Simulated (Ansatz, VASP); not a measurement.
**Two plane-wave programs on Si3O2**

INCAR

```
SYSTEM = Si3O2
ALGO = Normal
EDIFF = 1E-7
ENCUT = 520
GGA = PE
ISIF = 2
ISMEAR = 0
LASPH = .TRUE.
LCHARG = .FALSE.
LREAL = .FALSE.
LWAVE = .FALSE.
NBANDS = 20
NELM = 100
PREC = Accurate
SIGMA = 0.1
```

KPOINTS

```
k-points
0
G
  12 12 8
  0 0 0
```

The input POSCAR:

```
Si3O2
1.0
    3.3682764680      0.0000000000      0.0000000000
    0.0000000000      3.3682764680      0.0000000000
    0.0000000000      0.0000000000      5.4777702201
Si O
3 2
Direct
    0.5000000000      0.5000000000      0.3314503232
    0.5000000000      0.5000000000      0.8998705181
    0.0000000000      0.0000000000      0.7242068708
    0.5000000000      0.0000000000      0.4335536939
    0.0000000000      0.5000000000      0.4335536939
```

Input for Ansatz:

```yaml
crystal:
  lattice:
    - [3.368276468, 0.0, 0.0]
    - [0.0, 3.368276468, 0.0]
    - [0.0, 0.0, 5.4777702201]
  atoms:
    - { symbol: Si, position: [0.5, 0.5, 0.3314503232] }
    - { symbol: Si, position: [0.5, 0.5, 0.8998705181] }
    - { symbol: Si, position: [0.0, 0.0, 0.7242068708] }
    - { symbol: O, position: [0.5, 0.0, 0.4335536939] }
    - { symbol: O, position: [0.0, 0.5, 0.4335536939] }
basis:
  ecutwfc: 420
kpoints:
  mp_grid: { grid: [12, 12, 8] }
  band_path:
    path:
      - [[0.0, 0.0, 0.0], [0.0, 0.5, 0.0], [0.5, 0.5, 0.0], [0.0, 0.0, 0.0], [0.0, 0.0, 0.5], [0.0, 0.5, 0.5], [0.5, 0.5, 0.5], [0.0, 0.0, 0.5]]
      - [[0.0, 0.5, 0.0], [0.0, 0.5, 0.5]]
      - [[0.5, 0.5, 0.0], [0.5, 0.5, 0.5]]
    npoints: 14
hamiltonian:
  xc: pbe
scf:
  occupations: { method: gaussian, width: 0.1 }
  n_extra_bands: 12
output:
  forces: true
  stress: true
  eigenvalues: true
  populations: true
  dos: { projected: true, de: 0.02, nscf_kmesh: { grid: [15, 15, 10] } }
  bader: true
  write_density: true
  write_potential: true
  elf: true
  volumetric_format: npy
```

The cell was built by a generator and needn't be a form met in nature.

Alike in both runs: task single point; functional PBE; k mesh 12 × 12 × 8; occupations gaussian, width 0.1 eV; no spin polarisation.

|  | VASP | Ansatz |
| --- | --- | --- |
| version | VASP 6.6.1 | Ansatz 0.2.0 |
| potentials or method | VASP PAW PBE potentials, release 64 (Si, O) | scalar-relativistic, plane waves, PAW |
| plane-wave cutoff (eV) | 520 | 420 |
| valence electrons in the cell | 24 | 24 |

Ansatz gave:

* gap on the k mesh at the Fermi level (eV): none
* pressure (GPa): 0.0
* largest component of the traceless stress (GPa): 0.00
* rms of the force components (eV/Å): 0.000

What did VASP give for the same quantities?

gap on the k mesh at the Fermi level (eV): none; pressure (GPa): 0.0; largest component of the traceless stress (GPa): 0.16; rms of the force components (eV/Å): 0.012.

Atom by atom the forces differ by 0.012 eV/Å (rms over components). A gap of «none» marks a metal or a gap that the smearing closes.
